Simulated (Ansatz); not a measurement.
Crystal: Na2S.

```
CELL_PARAMETERS angstrom
0.00000 3.27350 3.27350
3.27350 0.00000 3.27350
3.27350 3.27350 0.00000
ATOMIC_POSITIONS crystal
S 0.00000 0.00000 0.00000
Na 0.75000 0.75000 0.75000
Na 0.25000 0.25000 0.25000
```

| Item | Value |
| --- | --- |
| Program | Ansatz 0.2.0 |
| Task | single point |
| Functional | PBE |
| Potentials or basis | Ansatz PAW |
| Cutoff | 420 eV (not typed: the program's choice for these potentials) |
| k mesh | 7 × 7 × 7 |
| Occupations | fermi-dirac, width 0.05 eV |
| Spin | no spin polarisation |

On this cell: pressure 0.3 GPa; largest force zero by symmetry; band gap on the k mesh 2.48 eV, direct.

The same run follows on a disturbed copy (atoms moved at random, drawn with an rms of 0.05 Å):

```
S Na
1.0
     0.00000    3.27350    3.27350
     3.27350    0.00000    3.27350
     3.27350    3.27350    0.00000
S Na
1 2
Direct
  0.00245 0.99582 0.99954
  0.74286 0.74676 0.75882
  0.26369 0.24206 0.24239
```

Task: What does the disturbed cell give?

Result: The energy moves by +1.9 meV/atom; pressure 0.3 GPa; largest force 0.134 eV/Å; band gap on the k mesh 2.45 eV, direct.

Forces in eV/Å, atoms in the order of the input:
```
S   -0.005  0.017 -0.003
Na  -0.100  0.017  0.080
Na   0.104 -0.034 -0.077
```

Stress tensor (GPa, compression positive):
```
 0.31 -0.16 -0.05
-0.16  0.29  0.21
-0.05  0.21  0.30
```

Caveats: odd divisions of the mesh miss points on the zone boundary, where band edges often lie, so the gap on the mesh can be too wide.

